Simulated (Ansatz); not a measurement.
Crystal: La2O3.

```
CELL_PARAMETERS angstrom
3.93078 0.00000 0.00000
-1.96539 3.40415 0.00000
0.00000 0.00000 6.11195
ATOMIC_POSITIONS crystal
La 0.33333 0.66667 0.24624
La 0.66667 0.33333 0.75376
O 0.00000 0.00000 0.00000
O 0.33333 0.66667 0.64589
O 0.66667 0.33333 0.35411
```

The cell is a database's computed one.

```yaml
Program: Ansatz 0.2.0
Task: relaxation of cell and atoms
Functional: PBEsol
Potentials_or_basis: Ansatz PAW
Cutoff: "420 eV (not typed: the program's choice for these potentials)"
k_mesh: 8 × 8 × 5
Occupations: fermi-dirac, width 0.05 eV
Spin: no spin polarisation
```

At the start: volume 16.36 Å³/atom.

Task: Where does the relaxation end?

Result: It ends after 7 steps and the volume is 15.96 Å³/atom (-2.4 %); space group P-3m1 (No. 164, to 0.05 Å).

Step by step:
| step | energy change (eV) | largest force (eV/Å) | volume (Å³) |
| --- | --- | --- | --- |
| 1 | 0.0000 | 0.0932 | 81.78 |
| 2 | -0.0225 | 0.0240 | 80.01 |
| 3 | -0.0229 | 0.0123 | 79.90 |
| 4 | -0.0230 | 0.0008 | 79.89 |
| 5 | -0.0181 | 0.0009 | 79.89 |
| 6 | -0.0184 | 0.0015 | 79.82 |
| 7 | -0.0181 | 0.0015 | 79.82 |

Final structure:
```
La O
1.0
     3.90586    0.00000    0.00000
    -1.95293    3.38258    0.00000
     0.00000    0.00000    6.04132
La O
2 3
Direct
  0.33333 0.66667 0.24540
  0.66667 0.33333 0.75460
  0.00000 0.00000 0.00000
  0.33333 0.66667 0.64597
  0.66667 0.33333 0.35403
```

Caveat: the plane-wave basis is chosen anew once the cell has moved, so the energies of steps on either side of that aren't comparable; the pressure holds a Pulay correction of +0.5 GPa for the finite cutoff; the PAW data sets come from PBE, with cores solved anew for the run's functional, which leaves a small shift of forces and pressure.
